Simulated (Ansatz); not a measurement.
We consider chalcopyrite CuInS₂, described by LDA (plane waves, PAW; Ansatz, an electronic-structure program).

Run with plane-wave cutoff 520 eV, 10×10×10 k mesh, Fermi–Dirac smearing 0.01 eV, no spin polarisation, scalar-relativistic PAW data made under PBE.

Computed points:

| V (Å³/atom) | E − E_lowest (meV/atom) | P (GPa) |
|---|---|---|
| 19.307 | 9.11 | 3.78 |
| 19.709 | 2.18 | 1.78 |
| 20.112 | 0.00 | 0.00 |
| 20.514 | 2.03 | -1.58 |
| 20.916 | 7.80 | -2.99 |

Problem. Estimate the bulk modulus from the pressures at 19.709 and 20.514 Å³/atom, and compare it with a fit to all energies.

Solution. B = −V dP/dV. Between V = 19.709 and 20.514 Å³/atom, dP/dV = (-1.58 − (1.78))/(20.514 − 19.709) = -4.17 GPa per Å³/atom; at the midpoint 20.111 Å³/atom this gives B ≈ 83.9 GPa. The third-order Birch–Murnaghan fit gives V0 = 20.111 Å³/atom, B0 = 83.8 GPa, B′ = 4.8, which lies within 1 % of that estimate.

Shape and atoms are relaxed at each volume.

Note: the bulk modulus comes from volumes at which shape and atoms were relaxed.

Spin–orbit coupling is not included.

Computed values are for the static lattice.
